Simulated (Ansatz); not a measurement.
The cell is COD entry 1537878, as deposited and not checked against the literature; nothing was relaxed.

Mg$_{2}$Sn: DFT, LDA, all-electron LAPW, scalar-relativistic (Ansatz 0.2.0).

Command: `ansatz run input.yaml --threads 1 --pin off --max-ram 4096MiB --backend cpu --events-out ev --progress --plain --runs-dir out` The run took 34 s on 1 thread of Arm Neoverse V1, on a shared host, peak memory 0.41 GiB.

```yaml
crystal:
  lattice:
    - [0.0, 3.3795, 3.3795]
    - [3.3795, 0.0, 3.3795]
    - [3.3795, 3.3795, 0.0]
  atoms:
    - { symbol: Mg, position: [0.25, 0.25, 0.25] }
    - { symbol: Mg, position: [0.75, 0.75, 0.75] }
    - { symbol: Sn, position: [0.0, 0.0, 0.0] }
kpoints:
  mp_grid: { grid: [11, 11, 11] }
  band_path:
    path:
      - [0.0, 0.0, 0.0]
      - [0.5, 0.0, 0.5]
      - [0.625, 0.25, 0.625]
      - [0.375, 0.375, 0.75]
      - [0.0, 0.0, 0.0]
      - [0.5, 0.5, 0.5]
      - [0.5, 0.25, 0.75]
      - [0.5, 0.0, 0.5]
    npoints: 14
scf:
  occupations: { method: fermi_dirac, width: 0.08 }
hamiltonian:
  xc: lda
  pseudopotentials: { kind: all_electron, lapw: { basis_error: 0.0005 } }
output:
  forces: true
  stress: true
  eigenvalues: true
  populations: true
  dos: { projected: true, de: 0.2, e_range: [-14, 8] }
```

Output:

```
Mg: projections on atomic orbitals take those of the free atom 1s2 2s2 2p6 3s2, of charge +0.00 (hamiltonian.pseudopotentials.projection_atoms)
Sn: projections on atomic orbitals take those of the free atom 1s2 2s2 2p6 3s2 3p6 3d10 4s2 4p6 4d10 5s2 5p2, of charge +0.00 (hamiltonian.pseudopotentials.projection_atoms)
LAPW: plane waves up to 7.218 Å⁻¹, error target 5.0e-4 eV per atom; small_component_spin mean_spin; Mg in spheres of 1.327 Å, 10 of its electrons in bands, Dirac shells []; Sn in spheres of 1.599 Å, 22 of its electrons in bands, Dirac shells []
Engine: ansatz 0.2.0
Pseudopotentials: kind: all_electron
Pseudopotential: Mg, LAPW, valence charge 10, Koelling and Harmon's equation, gaussian nucleus
Pseudopotential: Sn, LAPW, valence charge 22, Koelling and Harmon's equation, gaussian nucleus
Functional definition: SPW92
  exchange = slater_x
  correlation = pw_c
Crystal: 3 atoms, lattice volume = 77.195 Å³
Basis set: ecut = 198.5045552734439 eV, 531 PW (Γ), exchange–correlation at level 2
Bands: 26, of which v1, the nominal top of the filled ones, is band 21 counted from 1 (20 counted from 0)
Symmetry: 48 space group operations
Space group: Fm-3m (ITA 225), of the structure as read, at distance tolerance 4.3e-5 Å
k-points: 56 of 1331
Non-local potential: Mg, projectors of the file, none
Non-local potential: Sn, projectors of the file, none
Initial density: superposition of atomic densities (chi_scale 0.1, normalization cell, long waves kept (reshape's long-wave potential 0.00 eV rms))
Initial wavefunctions: plane waves of lowest kinetic energy (no species holds an atomic orbital)
Functional: x = slater, c = lda
iter 1 solved again at ethr=2.60e-3 eV; its pass at ethr=1.00e-1 eV (dr2=1.09e0 eV) is discarded
SCF iter   1: F=—  HF=-178804.466488 eV  |F-HF|=—  |Δ(HF+E_count)|=         —  Δρ=2.35e-2  dr2=1.09e0  ethr=2.60e-3  ⟨swp⟩=2.0  Hψ=9827  notcnv=0
preconditioner: auto → none  [insulator: Δε(μ)=0.404 eV  Ē_g=7.553 eV  σ=0.080 eV  W_gap=0.85  n_scr=14 (ndim 8)  ℏωp=12.0 eV  f_vac=0.023  D(μ)=0.04/eV (n_scr^D=0)  ε∞_Penn≈3.5]
iter 2 solved again at ethr=8.77e-5 eV; its pass at ethr=2.60e-3 eV (dr2=3.68e-2 eV) is discarded
SCF iter   2: F=—  HF=-178804.126089 eV  |F-HF|=—  |Δ(HF+E_count)|=   3.40e-1  Δρ=5.85e-3  dr2=3.68e-2  ethr=8.77e-5  ⟨swp⟩=2.0  Hψ=7436  notcnv=0
SCF iter   3: F=—  HF=-178804.110181 eV  |F-HF|=—  |Δ(HF+E_count)|=   1.59e-2  Δρ=2.39e-3  dr2=7.63e-3  ethr=8.76e-5  ⟨swp⟩=2.0  Hψ=4164  notcnv=0
SCF iter   4: F=—  HF=-178804.108104 eV  |F-HF|=—  |Δ(HF+E_count)|=   2.08e-3  Δρ=5.62e-4  dr2=1.72e-4  ethr=1.82e-5  ⟨swp⟩=2.0  Hψ=4164  notcnv=0
SCF iter   5: F=—  HF=-178804.108002 eV  |F-HF|=—  |Δ(HF+E_count)|=   1.02e-4  Δρ=6.79e-5  dr2=2.87e-6  ethr=4.10e-7  ⟨swp⟩=2.1  Hψ=4167  notcnv=0
SCF iter   6: F=—  HF=-178804.108002 eV  |F-HF|=—  |Δ(HF+E_count)|=   5.69e-7  Δρ=9.74e-6  dr2=6.62e-8  ethr=6.83e-9  ⟨swp⟩=2.4  Hψ=4201  notcnv=0
SCF iter   7: F=-178804.108002 eV  HF=-178804.108002 eV  |F-HF|=2.04e-10  |Δ(HF+E_count)|=   4.61e-8  Δρ=1.33e-6  dr2=1.11e-9  ethr=1.58e-10  ⟨swp⟩=2.8  Hψ=4248  notcnv=0
SCF 1 converged in 7 iterations: F = -178804.108002 eV  dr2 = 1.11e-9
NSCF: frozen V_eff on 99 k-points
SCF converged after 7 iterations
Free energy (F): -178804.108002 eV
Harris-Foulkes:  -178804.108002 eV  (|F-HF|=2.04e-10)
Internal energy: -178804.101038 eV  (E = F + TS)
E sigma→0 (E₀):  -178804.104520 eV
Entropy (-TS):   -0.006965 eV (-2.322 meV/atom)
Fermi energy:    7.649659 eV
--- Per-component energies (eV) ---
  E_band       = -1502.493828
  E_kinetic    = 187443.097895
  E_xc         = -5201.108095
  E_electrostatic = -361046.090838  (all electrons and nuclei)
  E_smearing   = -0.006965  (= −TS)
  E_closure    = 0.000000  (closes the sum)
  E_atoms      = -178795.403466  (free atoms, spherical and without spin; not in F)
  Σ components = -178804.108002   (vs F -178804.108002, Δ=0.00e0)
  Basis errors (estimates in eV, not in F): energy 1.8e-4 per atom: plane waves 1.7e-4 (9.7e-5 summed), levels above the bands 1.6e-26, relativity 1.4e-9, radial functions 5.5e-6, core shells 5.3e-10; eigenvalues (radial functions only) 6.5e-7; not estimated: angular momenta, meshes, grids; target (lapw.basis_error) 5.0e-4; muffin-tin radii Mg 1.327 Å, Sn 1.599 Å
--- Forces (eV/Å), atoms counted from 1 ---
  atom   1  Mg     0.00000000     0.00000000    -0.00000000
  atom   2  Mg     0.00000000    -0.00000000    -0.00000000
  atom   3  Sn    -0.00000000     0.00000000    -0.00000000
  max |Σ_I F_I| component: 1.39e-17 eV/Å
--- Stress (GPa, compression-positive) ---
       -1.789209       0.000000      -0.000000
        0.000000      -1.789209       0.000000
       -0.000000       0.000000      -1.789209
  P = ⅓ Tr σ = -1.7892 GPa (-17.892 kbar)
--- Band table (eV; the first three rows and the last of 56) ---
  k-point 0: bands = ["-120.8012", "-76.7157", "-76.7157", "-76.7157", "-68.1507", "-68.1494", "-35.5712", "-35.5712", "-35.5712", "-35.5640", "-35.5640", "-35.5640", "-13.1911", "-13.1911", "-13.1911", "-13.1520", "-13.1520", "-1.4620", "7.6860", "7.6860", "7.6860", "8.9636", "9.8644", "9.8644", "9.8644", "11.5681"]
  k-point 1: bands = ["-120.8012", "-76.7157", "-76.7157", "-76.7157", "-68.1506", "-68.1494", "-35.5711", "-35.5711", "-35.5711", "-35.5642", "-35.5642", "-35.5642", "-13.1910", "-13.1908", "-13.1908", "-13.1520", "-13.1520", "-1.3953", "6.8487", "7.5788", "7.5788", "9.2258", "10.0323", "10.0323", "10.1540", "12.0783"]
  k-point 2: bands = ["-120.8012", "-76.7157", "-76.7157", "-76.7157", "-68.1506", "-68.1495", "-35.5707", "-35.5707", "-35.5707", "-35.5646", "-35.5646", "-35.5646", "-13.1910", "-13.1901", "-13.1901", "-13.1519", "-13.1519", "-1.2005", "5.6173", "7.3506", "7.3506", "8.9268", "10.3227", "10.3227", "11.2084", "12.1085"]
  k-point 55: bands = ["-120.8012", "-76.7157", "-76.7157", "-76.7157", "-68.1500", "-68.1500", "-35.5725", "-35.5722", "-35.5683", "-35.5670", "-35.5632", "-35.5629", "-13.1904", "-13.1889", "-13.1846", "-13.1528", "-13.1502", "0.2827", "3.7956", "3.9885", "5.1706", "9.7064", "10.7182", "11.0721", "11.2194", "14.8387"]
--- Löwdin populations: 3 sites ---
  site symbol       q [e]
     0     Mg     10.7125
     1     Mg     10.7125
     2     Sn     52.2619
  spilling = 0.004232 (of n_electrons = 74.000000)
```

populations.tsv:

```
# site	symbol	l	j	q
# orbitals = lowdin
# n_electrons = 74.000000
# spilling = 0.004232
# projection_atom_Mg: 1s2 2s2 2p6 3s2
# projection_atom_Sn: 1s2 2s2 2p6 3s2 3p6 3d10 4s2 4p6 4d10 5s2 5p2
0	Mg	0_1S	-	1.999877
0	Mg	0_2S	-	1.990757
0	Mg	0_3S	-	0.722617
0	Mg	1_2P	-	5.999231
1	Mg	0_1S	-	1.999877
1	Mg	0_2S	-	1.990757
1	Mg	0_3S	-	0.722617
1	Mg	1_2P	-	5.999231
2	Sn	0_1S	-	1.999999
2	Sn	0_2S	-	1.999980
2	Sn	0_3S	-	1.999700
2	Sn	0_4S	-	1.996110
2	Sn	0_5S	-	1.735506
2	Sn	1_2P	-	5.999999
2	Sn	1_3P	-	5.999962
2	Sn	1_4P	-	5.997938
2	Sn	1_5P	-	4.538626
2	Sn	2_3D	-	9.999987
2	Sn	2_4D	-	9.994086
```
